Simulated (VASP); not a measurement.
# BP (F-43m) in VASP: a series of runs

One crystal, BP, is run at these levels: LDA, PBEsol; tasks: relaxation of cell and atoms.

All numbers are computed with VASP 6.6.1; they aren't measurements. Logs are shortened: lines on timing, memory, paths and dates and some standing lists are left out, and cuts for length are marked.

### 1 The crystal as given

The structure is cubic, space group F-43m (No. 216). The conventional cell has a = 4.538 Å, b = 4.538 Å, c = 4.538 Å, α = 90.00°, β = 90.00°, γ = 90.00°. B (site symmetry -43m) has 4 P at 1.97 Å as nearest neighbours. Around P (site symmetry -43m) lie 4 B at 1.97 Å.

### 2 Relaxation of cell and atoms, LDA

INCAR

```
SYSTEM = BP
ALGO = Normal
EDIFF = 1E-6
EDIFFG = -0.01
ENCUT = 600
IBRION = 2
ISIF = 3
ISMEAR = 0
LASPH = .TRUE.
LCHARG = .FALSE.
LREAL = .FALSE.
LWAVE = .FALSE.
NELM = 80
NSW = 90
PREC = Accurate
SIGMA = 0.03
```

KPOINTS

```
k-points
0
G
  10 10 10
  0 0 0
```

POSCAR

```
BP
1.0
    0.0000000000      2.2690000000      2.2690000000
    2.2690000000      0.0000000000      2.2690000000
    2.2690000000      2.2690000000      0.0000000000
B P
1 1
Direct
    0.0000000000      0.0000000000      0.0000000000
    0.2500000000      0.2500000000      0.2500000000
```

Potentials or basis: VASP PAW LDA potentials, release 64 (B, P).

Launch:

```bash
> cat potpaw_LDA.64/B/POTCAR potpaw_LDA.64/P/POTCAR > POTCAR
> mpirun -np 1 vasp_std > vasp.out
```

OUTCAR:

```text
SYSTEM = BP
   EDIFF = 1E-6
   EDIFFG = -0.01
   ENCUT = 600
   IBRION = 2
   ISIF = 3
   ISMEAR = 0
   LASPH = .TRUE.
   LREAL = .FALSE.
   NELM = 80
   NSW = 90
   PREC = Accurate

 ion  position               nearest neighbor table
   1  0.000  0.000  0.000-   2 1.97   2 1.97   2 1.97   2 1.97
   2  0.250  0.250  0.250-   1 1.97   1 1.97   1 1.97   1 1.97

  LATTYP: Found a face centered cubic cell.
 ALAT       =     4.5380000000

  Lattice vectors:

 A1 = (   0.0000000000,   2.2690000000,   2.2690000000)
 A2 = (   2.2690000000,   0.0000000000,   2.2690000000)
 A3 = (   2.2690000000,   2.2690000000,   0.0000000000)

Analysis of symmetry for initial positions (statically):
=====================================================================
 Subroutine PRICEL returns:
 Original cell was already a primitive cell.

 Routine SETGRP: Setting up the symmetry group for a
 face centered cubic supercell.

 Subroutine GETGRP returns: Found 24 space group operations
 (whereof 24 operations were pure point group operations)
 out of a pool of 48 trial point group operations.

The static configuration has the point symmetry T_d .

Analysis of symmetry for dynamics (positions and initial velocities):
=====================================================================
 Subroutine PRICEL returns:
 Original cell was already a primitive cell.

 Routine SETGRP: Setting up the symmetry group for a
 face centered cubic supercell.

 Subroutine GETGRP returns: Found 24 space group operations
 (whereof 24 operations were pure point group operations)
 out of a pool of 48 trial point group operations.

The dynamic configuration has the point symmetry T_d .

 Subroutine INISYM returns: Found 24 space group operations
 (whereof 24 operations are pure point group operations),
 and found     1 'primitive' translations

----------------------------------------------------------------------------------------

                                     Primitive cell

  volume of cell :      23.3633

  direct lattice vectors                    reciprocal lattice vectors
     0.000000000  2.269000000  2.269000000    -0.220361393  0.220361393  0.220361393
     2.269000000  0.000000000  2.269000000     0.220361393 -0.220361393  0.220361393
     2.269000000  2.269000000  0.000000000     0.220361393  0.220361393 -0.220361393

  length of vectors
     3.208850573  3.208850573  3.208850573     0.381677128  0.381677128  0.381677128

  position of ions in fractional coordinates (direct lattice)
     0.000000000  0.000000000  0.000000000
     0.250000000  0.250000000  0.250000000

  ion indices of the primitive-cell ions
   primitive index   ion index
                 1           1
                 2           2

----------------------------------------------------------------------------------------

 KPOINTS: k-points

Automatic generation of k-mesh.
 Grid dimensions read from file:
 generate k-points for:   10   10   10

 Generating k-lattice:

  Cartesian coordinates                     Fractional coordinates (reciprocal lattice)
    -0.022036139  0.022036139  0.022036139     0.100000000  0.000000000  0.000000000
     0.022036139 -0.022036139  0.022036139     0.000000000  0.100000000  0.000000000
     0.022036139  0.022036139 -0.022036139     0.000000000  0.000000000  0.100000000

  Length of vectors
     0.038167713  0.038167713  0.038167713

  Shift w.r.t. Gamma in fractional coordinates (k-lattice)
     0.000000000  0.000000000  0.000000000

 Subroutine IBZKPT returns following result:
 ===========================================

 Found     47 irreducible k-points:

 Following reciprocal coordinates:
            Coordinates               Weight
  0.000000  0.000000  0.000000      1.000000
  0.100000  0.000000  0.000000      8.000000
  0.200000  0.000000  0.000000      8.000000
  0.300000  0.000000  0.000000      8.000000
  0.400000  0.000000  0.000000      8.000000
  0.500000  0.000000  0.000000      4.000000
[... 16 lines left out ...]
  0.300000  0.300000  0.000000      6.000000
  0.400000  0.300000  0.000000     24.000000
 [... further k-points ...]
   k-points           NKPTS =     47   k-points in BZ     NKDIM =     47   number of bands    NBANDS=      8
   number of dos      NEDOS =    301   number of ions     NIONS =      2
   total plane-waves  NPLWV =  21952
   dimension x,y,z NGX =    28 NGY =   28 NGZ =   28
   dimension x,y,z NGXF=    56 NGYF=   56 NGZF=   56
   ions per type =               1   1
   NGX,Y,Z   is equivalent  to a cutoff of  14.51, 14.51, 14.51 a.u.
   NGXF,Y,Z  is equivalent  to a cutoff of  29.01, 29.01, 29.01 a.u.
 SYSTEM =  BP
   PREC   = accura    normal or accurate (medium, high low for compatibility)
   ISTART =      0    job   : 0-new  1-cont  2-samecut
   ICHARG =      2    charge: 1-file 2-atom 10-const
   ISPIN  =      1    spin polarized calculation?
   LNONCOLLINEAR =      F non collinear calculations
   LSORBIT =      F    spin-orbit coupling
   LASPH  =      T    aspherical Exc in radial PAW
   ENCUT  =  600.0 eV  44.10 Ry    6.64 a.u.   6.41  6.41  6.41*2*pi/ulx,y,z
   NELM   =     80;   NELMIN=  2; NELMDL= -5     # of ELM steps
   EDIFF  = 0.1E-05   stopping-criterion for ELM
   LREAL  =      F    real-space projection
   EDIFFG = -.1E-01   stopping-criterion for IOM
   NSW    =     90    number of steps for IOM
   IBRION =      2    ionic relax: 0-MD 1-quasi-New 2-CG
   NFREE  =      1    steps in history (QN), initial steepest desc. (CG)
   ISIF   =      3    stress and relaxation
   ISYM   =      2    0-nonsym 1-usesym 2-fastsym
   POTIM  = 0.5000    time-step for ionic-motion
   TEBEG  =    0.0;   TEEND  =   0.0 temperature during run
   PSTRESS=    0.0 pullay stress
   NELECT =       8.0000    total number of electrons
   NUPDOWN=      -1.0000    fix difference up-down
   EMIN   =  10.00;   EMAX   =-10.00  energy-range for DOS
   EFERMI =   0.00;   METHOD = LEGACY
   ISMEAR =     0;   SIGMA  =   0.03  broadening in eV -4-tet -1-fermi 0-gaus
   EFERMI_NEDOS =   21; number of points for ismear=-14 and -15
   IALGO  =     38    algorithm
   IMIX   =      4    mixing-type and parameters
     AMIX     =   0.40;   BMIX     =  1.00
     AMIX_MAG =   1.60;   BMIX_MAG =  1.00
  volume/ion in A,a.u.               =      11.68        78.83
  Fermi-wavevector in a.u.,A,eV,Ry     =   1.145320  2.164342 17.847562  1.311759
  Thomas-Fermi vector in A             =   2.282009
   LORBIT       =      0    0 simple, 1 ext, 2 COOP (PROOUT), +10 PAW based schemes
   GGA     = CA    functional components
   LHFCALC =     F    Hartree Fock is set to
   AEXX    =    0.0000 exact exchange contribution
   IVDW    =     0    specifies the selected vdW correction
   LEPSILON=     F    determine dielectric tensor
   LRPA    =     F    only Hartree local field effects (RPA)
 conjugate gradient relaxation of ions
 non-spin polarized calculation
 Gauss-broadening in eV      SIGMA  =   0.03
  energy-cutoff  :      600.00
  volume of cell :       23.36
 maximum number of plane-waves:       794
 NGX is ok and might be reduce to    28
   NGX = 13   NGY = 13   NGZ = 13

--------------------------------------- Ionic step        1  -------------------------------------------

 number of electron       8.0000000 magnetization

 Free energy of the ion-electron system (eV)
  ---------------------------------------------------
  ext. energy  EPLUGINS =         0.00000000
  ---------------------------------------------------
  free energy    TOTEN  =       -14.38870180 eV

  energy without entropy =      -14.38870180  energy(sigma->0) =      -14.38870180

------------------------ aborting loop because EDIFF is reached ----------------------------------------

  FORCE on cell =-STRESS in cart. coord.  units (eV):
  Direction    XX          YY          ZZ          XY          YZ          ZX
  --------------------------------------------------------------------------------------
  -------------------------------------------------------------------------------------
  Total       -0.7751718     -0.7751718     -0.7751718     -0.0000000      0.0000000      0.0000000
  in kB      -53.1587884    -53.1587884    -53.1587884     -0.0000000      0.0000000      0.0000000
  external PRESSURE =     -53.1587884 kB  Pullay stress =       0.0000000 kB

 VOLUME and BASIS-vectors are now :
 -----------------------------------------------------------------------------
  energy-cutoff  :      600.00
  volume of cell :       23.36
      direct lattice vectors                 reciprocal lattice vectors
     0.000000000  2.269000000  2.269000000    -0.220361393  0.220361393  0.220361393
     2.269000000  0.000000000  2.269000000     0.220361393 -0.220361393  0.220361393
     2.269000000  2.269000000  0.000000000     0.220361393  0.220361393 -0.220361393
[... 37 lines left out ...]
 POSITION                                       TOTAL-FORCE (eV/Angst)
 -----------------------------------------------------------------------------------
      2.22657      4.45315      2.22657         0.000000      0.000000     -0.000000
      1.11329      1.11329      1.11329        -0.000000     -0.000000      0.000000
 -----------------------------------------------------------------------------------
    total drift:                               -0.000000     -0.000000     -0.000000

  FREE ENERGIE OF THE ION-ELECTRON SYSTEM (eV)
  ---------------------------------------------------
  free  energy   TOTEN  =       -14.3937619610 eV

  energy  without entropy=      -14.3937619610  energy(sigma->0) =      -14.39376196

--------------------------------------- Ionic step        3  -------------------------------------------

 number of electron       8.0000001 magnetization

 Free energy of the ion-electron system (eV)
  ---------------------------------------------------
  ext. energy  EPLUGINS =         0.00000000
  ---------------------------------------------------
  free energy    TOTEN  =       -14.40128776 eV

  energy without entropy =      -14.40128776  energy(sigma->0) =      -14.40128776

 E-fermi :   7.9542     XC(G=0): -11.2208

 val. band max:        7.7923742926   @ k =   0.0000   0.0000   0.0000
 cond. band min:       8.9427107189   @ k =   0.4000   0.4000   0.0000
 fundamental gap:      1.1503364263
 Fermi energy:         7.9542445484

 k-point     1 :       0.0000    0.0000    0.0000
  band No.  band energies     occupation
      1      -7.8828      2.00000
      2       7.7924      2.00000
      3       7.7924      2.00000
      4       7.7924      2.00000
      5      11.2223      0.00000
      6      11.2223      0.00000
      7      11.2223      0.00000
      8      15.6554      0.00000

 k-point     2 :       0.1000    0.0000    0.0000
  band No.  band energies     occupation
      1      -7.6980      2.00000
      2       6.4779      2.00000
      3       7.4906      2.00000
      4       7.4906      2.00000
      5      11.6398      0.00000
      6      11.6398      0.00000
      7      11.6807      0.00000
      8      16.1274      0.00000
[... 221 lines left out ...]
 k-point    23 :       0.3000    0.3000    0.0000
  band No.  band energies     occupation
      1      -5.7133      2.00000
      2       2.9961      2.00000
      3       4.4863      2.00000
      4       4.4863      2.00000
      5       9.2469      0.00000
      6      11.6079      0.00000
      7      16.7902      0.00000
      8      16.7902      0.00000

 k-point    24 :       0.4000    0.3000    0.0000
  band No.  band energies     occupation
      1      -4.8638      2.00000
      2       1.6364      2.00000
      3       3.6288      2.00000
      4       4.1856      2.00000
      5       9.5316      0.00000
      6      11.3276      0.00000
      7      17.4112      0.00000
      8      17.4369      0.00000

 [... further k-points ...]

------------------------ aborting loop because EDIFF is reached ----------------------------------------

  FORCE on cell =-STRESS in cart. coord.  units (eV):
  Direction    XX          YY          ZZ          XY          YZ          ZX
  --------------------------------------------------------------------------------------
  -------------------------------------------------------------------------------------
  Total       -0.0020707     -0.0020707     -0.0020707      0.0000000      0.0000000      0.0000000
  in kB       -0.1466299     -0.1466299     -0.1466299      0.0000000      0.0000000      0.0000000
  external PRESSURE =      -0.1466299 kB  Pullay stress =       0.0000000 kB

 VOLUME and BASIS-vectors are now :
 -----------------------------------------------------------------------------
  energy-cutoff  :      600.00
  volume of cell :       22.63
      direct lattice vectors                 reciprocal lattice vectors
     0.000000000  2.244863018  2.244863018    -0.222730739  0.222730739  0.222730739
     2.244863018  0.000000000  2.244863018     0.222730739 -0.222730739  0.222730739
     2.244863018  2.244863018  0.000000000     0.222730739  0.222730739 -0.222730739

 POSITION                                       TOTAL-FORCE (eV/Angst)
 -----------------------------------------------------------------------------------
      0.00000      0.00000      0.00000        -0.000000     -0.000000     -0.000000
      1.12243      1.12243      1.12243         0.000000      0.000000      0.000000
 -----------------------------------------------------------------------------------
    total drift:                               -0.000000     -0.000000     -0.000000

  FREE ENERGIE OF THE ION-ELECTRON SYSTEM (eV)
  ---------------------------------------------------
  free  energy   TOTEN  =       -14.4012877644 eV

  energy  without entropy=      -14.4012877644  energy(sigma->0) =      -14.40128776

 reached required accuracy - stopping structural energy minimisation
```

Run time: 10 s. Hardware: 1 thread of Intel Xeon 6975P-C (Granite Rapids), shared host; peak memory 0.13 GiB.

What came out:

```yaml
Free_energy: -14.4013 eV
Relaxed_volume: 11.31 Å³/atom
Relaxed_cell: a = 3.175 Å, b = 3.175 Å, c = 3.175 Å, α = 60.00°, β = 60.00°, γ = 60.00°
Space_group_after_relaxing_to_0.05_Å: F-43m (No. 216)
Energy_gained_by_relaxing: 6.3 meV/atom
Ionic_steps: 3
Pressure_after_relaxing: 0.0 GPa
Band_gap_on_the_k_mesh: 1.15 eV, indirect (least direct gap 3.43 eV)
```

Step by step:
```
step  energy change (eV)  largest force (eV/Å)  pressure (GPa)  volume (Å³)
   1              0.0000                0.0000           -5.32        23.36
   2             -0.0051                0.0000            4.50        22.08
   3             -0.0126                0.0000           -0.01        22.63
```

Final structure:
```
B P
1.0
     0.00000    2.24486    2.24486
     2.24486    0.00000    2.24486
     2.24486    2.24486    0.00000
B P
1 1
Direct
  0.00000 0.00000 0.00000
  0.25000 0.25000 0.25000
```

Levels at points of the mesh, in eV from the valence-band top:
```csv
k point,band 2,band 3,band 4,band 5,band 6,band 7
"(0.00, 0.00, 0.00)",0.00,0.00,0.00,3.43,3.43,3.43
"(0.50, 0.00, 0.00)",-9.24,-1.79,-1.79,3.98,4.70,4.70
"(0.50, 0.50, 0.00)",-8.65,-4.22,-4.22,1.24,1.53,12.30
```

A k mesh can miss the band edges. Zero-point motion and thermal expansion aren't in these numbers.

### 3 Relaxation of cell and atoms, LDA

This run uses another cell than the first one, of 11.31 Å³/atom, 0.968 times its volume.

Edit INCAR of step 2 so:

```diff
@@ -2,4 +2,4 @@
 ALGO = Normal
-EDIFF = 1E-6
-EDIFFG = -0.01
+EDIFF = 1E-7
+EDIFFG = -0.005
 ENCUT = 600
```

KPOINTS is that of step 2.

POSCAR

```
BP                                      
1.0
    0.0000000000      2.2448630182      2.2448630182
    2.2448630182      0.0000000000      2.2448630182
    2.2448630182      2.2448630182      0.0000000000
  B               P             
     1     1
Direct
     0.0000000000000000    0.0000000000000000    0.0000000000000000
     0.2500000000000000    0.2500000000000000    0.2500000000000000
```

Potentials or basis: VASP PAW LDA potentials, release 64 (B, P).

Launch:

```bash
> cat potpaw_LDA.64/B/POTCAR potpaw_LDA.64/P/POTCAR > POTCAR
> mpirun -np 1 vasp_std > vasp.out
```

Wall time 5 s (1 thread of Intel Xeon 6975P-C (Granite Rapids), shared host); peak memory 0.13 GiB.

The run converged. Its results:

- Free energy: -14.4010 eV
- Pressure after relaxing: 0.0 GPa
- Band gap on the k mesh: 1.15 eV, indirect (least direct gap 3.43 eV)

Final structure:
```cif
data_structure
_symmetry_space_group_name_H-M 'P 1'
_symmetry_Int_Tables_number 1
_cell_length_a 3.1747
_cell_length_b 3.1747
_cell_length_c 3.1747
_cell_angle_alpha 60.000
_cell_angle_beta 60.000
_cell_angle_gamma 60.000
_cell_volume 22.63
loop_
_atom_site_label
_atom_site_type_symbol
_atom_site_fract_x
_atom_site_fract_y
_atom_site_fract_z
_atom_site_occupancy
B1 B 0.00000 0.00000 0.00000 1
P1 P 0.25000 0.25000 0.25000 1
```

Levels at points of the mesh, in eV from the valence-band top:
```
           k point  band 1  band 2  band 3  band 4  band 5  band 6  band 7  band 8
(0.00, 0.00, 0.00)  -15.68    0.00    0.00    0.00    3.43    3.43    3.43    7.86
(0.50, 0.00, 0.00)  -12.22   -9.24   -1.79   -1.79    3.98    4.70    4.70   10.04
(0.50, 0.50, 0.00)  -10.68   -8.65   -4.22   -4.22    1.24    1.53   12.30   12.30
```

Caveat: the relaxation stopped at its first step, so nothing moved. A k mesh can miss the band edges.

### 4 Relaxation of cell and atoms, PBEsol

INCAR

```
SYSTEM = BP
PREC     = Accurate       ! precision mode
ENCUT    = 600            ! plane-wave cutoff, eV
EDIFF    = 1E-6           ! SCF threshold, eV
ISMEAR   = 0              ! smearing method
SIGMA    = 0.03           ! smearing width, eV
LREAL    = .False.        ! projectors in reciprocal space
LASPH    = .True.         ! aspherical terms in the spheres
NELM     = 80             ! most SCF steps
ALGO     = Normal         ! electronic algorithm
ISIF     = 3              ! what is computed and relaxed
LWAVE    = .False.        ! write WAVECAR
LCHARG   = .False.        ! write CHGCAR
GGA      = PS             ! functional
IBRION   = 2              ! ionic algorithm
NSW      = 90             ! ionic steps
EDIFFG   = -0.01          ! ionic threshold
```

KPOINTS

```
Automatic mesh
0
Gamma
  10 10 10
  0 0 0
```

POSCAR

```
BP
1.0
    0.0000000000      2.2690000000      2.2690000000
    2.2690000000      0.0000000000      2.2690000000
    2.2690000000      2.2690000000      0.0000000000
B P
1 1
Direct
    0.0000000000      0.0000000000      0.0000000000
    0.2500000000      0.2500000000      0.2500000000
```

Potentials or basis: VASP PAW PBE potentials, release 64 (B, P).

Launch:

```bash
> cat potpaw_PBE.64/B/POTCAR potpaw_PBE.64/P/POTCAR > POTCAR
> mpirun -np 1 vasp_std > vasp.out
```

It took 37 s on 1 thread of Intel Xeon Platinum 8375C at 2.90GHz (Ice Lake), shared host; peak memory 0.15 GiB.

It converged, with:

* Free energy: -13.6754 eV
* Relaxed volume: 11.55 Å³/atom
* Relaxed cell: a = 3.197 Å, b = 3.197 Å, c = 3.197 Å, α = 60.00°, β = 60.00°, γ = 60.00°
* Space group after relaxing (to 0.05 Å): F-43m (No. 216)
* Energy gained by relaxing: 0.8 meV/atom
* Ionic steps: 3
* Pressure after relaxing: 0.0 GPa
* Band gap on the k mesh: 1.12 eV, indirect (least direct gap 3.37 eV)

Step by step:
| step | energy change (eV) | largest force (eV/Å) | pressure (GPa) | volume (Å³) |
| --- | --- | --- | --- | --- |
| 1 | 0.0000 | 0.0000 | -1.85 | 23.36 |
| 2 | -0.0006 | 0.0000 | 1.45 | 22.91 |
| 3 | -0.0015 | 0.0000 | 0.00 | 23.10 |

Final structure:
```cif
data_structure
_symmetry_space_group_name_H-M 'P 1'
_symmetry_Int_Tables_number 1
_cell_length_a 3.1969
_cell_length_b 3.1969
_cell_length_c 3.1969
_cell_angle_alpha 60.000
_cell_angle_beta 60.000
_cell_angle_gamma 60.000
_cell_volume 23.10
loop_
_atom_site_label
_atom_site_type_symbol
_atom_site_fract_x
_atom_site_fract_y
_atom_site_fract_z
_atom_site_occupancy
B1 B 0.00000 0.00000 0.00000 1
P1 P 0.25000 0.25000 0.25000 1
```

Levels at points of the mesh, in eV from the valence-band top:
```tsv
k point	band 2	band 3	band 4	band 5	band 6	band 7
(0.00, 0.00, 0.00)	0.00	0.00	0.00	3.37	3.37	3.37
(0.50, 0.00, 0.00)	-9.18	-1.78	-1.78	3.80	4.66	4.66
(0.50, 0.50, 0.00)	-8.66	-4.19	-4.19	1.20	1.51	12.20
```

Caveat: the PAW data sets were made with another functional, which shifts forces and pressure a little. A k mesh can miss the band edges.

(Part 1 of 2 ends here.)
